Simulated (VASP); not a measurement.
MgTe in VASP 6.6.1, single-point calculation

INCAR

```
NELM = 120
ISIF = 2
NSW = 0
PREC = Accurate
NBANDS = 11
ISYM = 0
LASPH = .TRUE.
IBRION = -1
LWAVE = .FALSE.
SIGMA = 0.005
ISPIN = 2
GGA = PE
LCHARG = .FALSE.
ENCUT = 520
EDIFF = 1E-7
MAGMOM = -0.5 0.5
LREAL = .FALSE.
ISMEAR = 2
```

KPOINTS

```
KPOINTS created by Atomic Simulation Environment
0
Gamma
4 4 4
0 0 0
```

POSCAR

```
Mg Te
 1.0000000000000000
     0.0000000000000000    3.3103829093999999    3.3103829093999999
     3.3103829093999999    0.0000000000000000    3.3103829093999999
     3.3103829093999999    3.3103829093999999    0.0000000000000000
 Mg  Te
   1   1
Cartesian
  0.0000000000000000  0.0000000000000000  0.0000000000000000
  1.6551914547000000  1.6551914547000000  1.6551914547000000
```

The recommended PBE PAW datasets give the neutral cell 8 valence electrons.

Command

```
mpirun -np 1 vasp_std
```

Q: How does this run end, and what does it give?

A: It converged. Results: pressure -1.5 GPa; magnetic moment of the cell 0.00 μB.

OSZICAR

```
N       E                     dE             d eps       ncg     rms          rms(c)
DAV:   1     0.223586192768E+02    0.22359E+02   -0.28876E+03  1584   0.541E+02
DAV:   2    -0.495953127997E+01   -0.27318E+02   -0.26121E+02  1964   0.786E+01
DAV:   3    -0.651773569056E+01   -0.15582E+01   -0.15561E+01  1982   0.211E+01
DAV:   4    -0.654129256499E+01   -0.23557E-01   -0.23555E-01  1969   0.309E+00
DAV:   5    -0.654183220132E+01   -0.53964E-03   -0.53963E-03  1982   0.442E-01    0.287E+00
DAV:   6    -0.638209738559E+01    0.15973E+00   -0.45944E-01  1740   0.222E+00    0.184E+00
DAV:   7    -0.635421499097E+01    0.27882E-01   -0.21208E-01  1806   0.168E+00    0.113E+00
DAV:   8    -0.635780878863E+01   -0.35938E-02   -0.83815E-03  1842   0.517E-01    0.773E-01
DAV:   9    -0.635924278215E+01   -0.14340E-02   -0.38007E-03  1836   0.324E-01    0.137E-01
DAV:  10    -0.635966996591E+01   -0.42718E-03   -0.75395E-04  1812   0.176E-01    0.739E-02
DAV:  11    -0.635973956267E+01   -0.69597E-04   -0.44707E-05  1842   0.427E-02    0.457E-02
DAV:  12    -0.635981654945E+01   -0.76987E-04   -0.99141E-05  1842   0.474E-02    0.143E-02
DAV:  13    -0.635982598539E+01   -0.94359E-05   -0.11613E-05  1848   0.222E-02    0.548E-03
DAV:  14    -0.635982750360E+01   -0.15182E-05   -0.14405E-06  1845   0.619E-03    0.324E-03
DAV:  15    -0.635982804936E+01   -0.54576E-06   -0.10890E-06  1848   0.519E-03    0.109E-03
DAV:  16    -0.635982808852E+01   -0.39158E-07   -0.30244E-08  1645   0.117E-03
   1 F= -.63598281E+01 E0= -.63598281E+01  d E =-.945489E-29  mag=    -0.0000
```

Standard output (part)

```
POSCAR found type information on POSCAR MgTe
 POSCAR found :  2 types and       2 ions
 LDA part: xc-table for (Slater+PW92), standard interpolation
 POSCAR, INCAR and KPOINTS ok, starting setup
 WAVECAR not read
 entering main loop
```

These settings aren't sound, so the numbers aren't properties of the crystal.

On sound settings PBE gives a gap of 2.10 eV on its mesh and a pressure of -1.6 GPa for the intended cell.
